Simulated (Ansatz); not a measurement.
The calculation used DFT PBE, scalar-relativistic, plane waves, PAW (Ansatz 0.2.0). All cells share a 420 eV cutoff and Γ-centred k meshes spaced at most about 0.3 Å⁻¹ (about 0.25 or finer for metals, 2π included). No spin polarisation in the final relaxations.

Temperature and zero-point effects are left out.

Compare these two cells of Ge, each relaxed at this level.

A.

```yaml
crystal:
  lattice:
    - [2.04523, -3.59188, 0.00000]
    - [2.04523, 3.59188, 0.00000]
    - [0.00000, 0.00000, 8.96463]
  atoms:
    - { symbol: Ge, position: [0.00000, 0.50000, 0.33298] }
    - { symbol: Ge, position: [0.50000, 0.00000, 0.66702] }
    - { symbol: Ge, position: [0.50000, 0.00000, 0.16702] }
    - { symbol: Ge, position: [0.00000, 0.50000, 0.83298] }
    - { symbol: Ge, position: [0.00000, 0.00000, 0.50000] }
    - { symbol: Ge, position: [0.50000, 0.50000, 0.00000] }
```

B.

```yaml
crystal:
  lattice:
    - [8.54519, 0.00000, 0.00000]
    - [0.00000, 3.88262, 0.00000]
    - [0.00000, 0.00000, 5.20038]
  atoms:
    - { symbol: Ge, position: [0.15163, 0.25000, 0.52000] }
    - { symbol: Ge, position: [0.34837, 0.75000, 0.02000] }
    - { symbol: Ge, position: [0.65163, 0.25000, 0.98000] }
    - { symbol: Ge, position: [0.84837, 0.75000, 0.48000] }
    - { symbol: Ge, position: [0.06387, 0.75000, 0.83676] }
    - { symbol: Ge, position: [0.43613, 0.25000, 0.33676] }
    - { symbol: Ge, position: [0.56387, 0.75000, 0.66324] }
    - { symbol: Ge, position: [0.93613, 0.25000, 0.16324] }
```

Problem. Which form is favoured at zero pressure, and by what margin per atom?

Solution. A is lower, by 40 meV/atom. A has space group Ccce (No. 68), 22.0 Å³/atom and no gap on its mesh; B has space group Pnma (No. 62), 21.6 Å³/atom and no gap. Counting all near atoms (those within 1.25 times the shortest such distance or 1.15 times the sum of covalent radii; a plus sign parts nearer from farther groups; a slash parts the counts of unlike sites), A has Ge 4 and B has Ge 4+2/6. Both come from invented guesses. A third cell relaxed alike, in Cmcm, lies 146 meV/atom below the lower of the two. The part of the Crystallography Open Database at hand lists Ge in space groups No. 64, 96, 227; no cell shown has one of them.

Cells relaxed within their symmetry can be saddle points.
